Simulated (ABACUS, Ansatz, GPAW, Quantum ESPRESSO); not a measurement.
# The equilibrium volume of KBr, sorted by core time

**What was measured.** The equilibrium volume of KBr (Fm-3m) is reported as 35.91 Å³/atom at 298.15 K (a printed reference work). The runs below try to reproduce it.

It takes space group Fm-3m (No. 225, cubic). The conventional cell has a = 6.600 Å, b = 6.600 Å, c = 6.600 Å, α = 90.00°, β = 90.00°, γ = 90.00°. Br (site symmetry m-3m) is surrounded by 6 K at 3.30 Å. K (site symmetry m-3m) is surrounded by 6 Br at 3.30 Å.

| rung | level | program and potentials | cutoff (eV) | k mesh | smearing | task | spin | core time | chip | equilibrium volume (Å³/atom) | miss | notes |
| --- | --- | --- | --- | --- | --- | --- | --- | --- | --- | --- | --- | --- |
| GGA + dispersion | PBEsol+D3(BJ)+ATM | Ansatz, Ansatz PAW | 420 | 7 × 7 × 7 | fermi-dirac 0.05 | relaxation of cell and atoms | off | 5.9 s | Intel Xeon | 33.22 | -7.5 % | potentials made for PBE, which Ansatz adapts in part |
| GGA | PBEsol | Ansatz, all-electron LAPW, scalar-relativistic | - | 7 × 7 × 7 | fermi-dirac 0.05 | relaxation of cell and atoms | off | 8 s | Arm Neoverse V1 | 35.11 | -2.2 % | - |
| GGA | BLYP | Ansatz, Ansatz PAW | 420 | 7 × 7 × 7 | fermi-dirac 0.05 | relaxation of cell and atoms | off | 8.1 s | Arm Neoverse V1 | 39.55 | +10.1 % | potentials made for PBE, which Ansatz adapts in part |
| meta-GGA | r2SCAN | Ansatz, Ansatz PAW | 500 | 7 × 7 × 7 | fermi-dirac 0.05 | relaxation of cell and atoms | off | 12 s | Arm Neoverse V1 | 36.01 | +0.3 % | potentials made for PBE, which Ansatz adapts in part |
| hybrid | PBE0 | Ansatz, Ansatz PAW | 420 | 4 × 4 × 4 | fermi-dirac 0.05 | relaxation of cell and atoms | off | 51 s | Arm Neoverse V1 | 36.95 | +2.9 % | coarse mesh; potentials made for PBE, which Ansatz adapts in part |
| GGA | rPW86PBE | ABACUS, SPMS ONCV 1.0 PBE, plane waves | 1007 | 6 × 6 × 6 | fermi-dirac 0.05 | equation of state | off | 63 s | AMD EPYC 9R14 Zen 4 | 37.79 | +5.2 % | potentials made for PBE; fit through 4 volumes |
| GGA + dispersion | PBE+D3(BJ) | GPAW, GPAW PAW data sets (gpaw-data 1.2.1) | 600 | 6 × 6 × 6 | fermi-dirac 0.05 | equation of state | off | 70 s | Intel Xeon Platinum 8375C Ice Lake | 35.36 | -1.5 % | - |
| GGA | PBEsol | GPAW, PAW data sets generated for this functional | 600 | 6 × 6 × 6 | fermi-dirac 0.05 | equation of state | off | 76 s | Intel Xeon Platinum 8375C Ice Lake | 35.12 | -2.2 % | - |
| GGA + dispersion | PBE+D3(BJ) | Quantum ESPRESSO, PseudoDojo 0.4.1 SR PBE standard | 1007 | 7 × 7 × 7 | fermi-dirac 0.05 | equation of state | off | 3.4 min | Arm Neoverse V1 | 35.55 | -1.0 % | - |
| GGA + dispersion | PBE+D3(BJ) | Quantum ESPRESSO, PseudoDojo 0.4 FR PBE standard | 1007 | 4 × 4 × 4 | fermi-dirac 0.05 | relaxation of cell and atoms | SOC, no magnetisation | 4.8 min | Arm Neoverse V1 | 35.77 | -0.4 % | - |
| LDA | LDA | ABACUS, GBRV ultrasoft 1.5 LDA, plane waves | 544 | 6 × 6 × 6 | fermi-dirac 0.05 | relaxation of cell and atoms | off | 6.7 min | Intel Xeon Platinum 8259CL Skylake/Cascade Lake | 31.87 | -11.3 % | far from this level's other runs, cause not traced |
| hybrid | r2SCAN-EpsX | Ansatz, Ansatz PAW | 500 | 4 × 4 × 4 | fermi-dirac 0.05 | equation of state | off | 7 min | Intel Xeon Skylake/Cascade Lake | 34.03 | -5.2 % | coarse mesh; potentials made for PBE, which Ansatz adapts in part; exact-exchange share 1/ε∞ |

Times are single runs on shared hosts and different chips, so they are rough; meshes, cutoffs and the tasks' sizes weigh on the time. Smearing widths are in eV. Meshes differ between rows, which moves values too. Meshes are those of the run's cell of 2 atoms unless a note names another. Relaxations start from the cell shown or near it and stop with a little pressure left. Misses use the values as printed. Runs on faulty files, with rough fits or with known faults for this quantity aren't shown.

By rung: LDA 31.87; GGA + dispersion 33.22 to 35.77; GGA 35.11 to 39.55; meta-GGA 36.01; hybrid on coarse meshes 34.03 to 36.95 (Å³/atom). Measured: 35.91 Å³/atom at 298.15 K (a printed reference work). Closest, coarse meshes and atomic bases left aside, is r2SCAN (+0.3 %). The runs are for a static lattice, while measurements hold temperature and zero-point motion.
